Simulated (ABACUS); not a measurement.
Crystal: Ti.

```
Ti
1.0
     0.00000    2.03000    2.03000
     2.03000    0.00000    2.03000
     2.03000    2.03000    0.00000
Ti
1
Cartesian
  0.0000 0.0000 0.0000
```

This isn't the form of Ti at room conditions, which is hcp.

- Program: ABACUS 3.10.1
- Task: single point
- Functional: PBE
- Potentials or basis: PseudoDojo NC SR 0.4.1 PBE standard
- Cutoff: 1143 eV
- Density cutoff: 4572 eV
- Basis: plane waves
- k mesh: 11 × 11 × 11
- Occupations: fermi-dirac, width 0.05 eV
- Spin: no spin polarisation

On this cell: pressure 4.3 GPa; band gap on the k mesh none (metal or under the smearing width).

The same run follows on a disturbed copy (cell strained at random at fixed volume):

```xyz
1
Lattice="0.0218 1.9987 2.0313 2.0065 0.0030 2.0501 2.0395 2.0505 -0.0301" Properties=species:S:1:pos:R:3 pbc="T T T"
Ti    0.0208   -0.0177   -0.0242
```

**Question.** What does the disturbed cell give?

**Answer.** The energy (extrapolated to zero smearing) moves by +5.8 meV/atom; pressure 4.4 GPa; band gap on the k mesh none (metal or under the smearing width).

Stress tensor (GPa, compression positive):
```
 4.98 -1.87  0.20
-1.87  4.74  1.54
 0.20  1.54  3.56
```
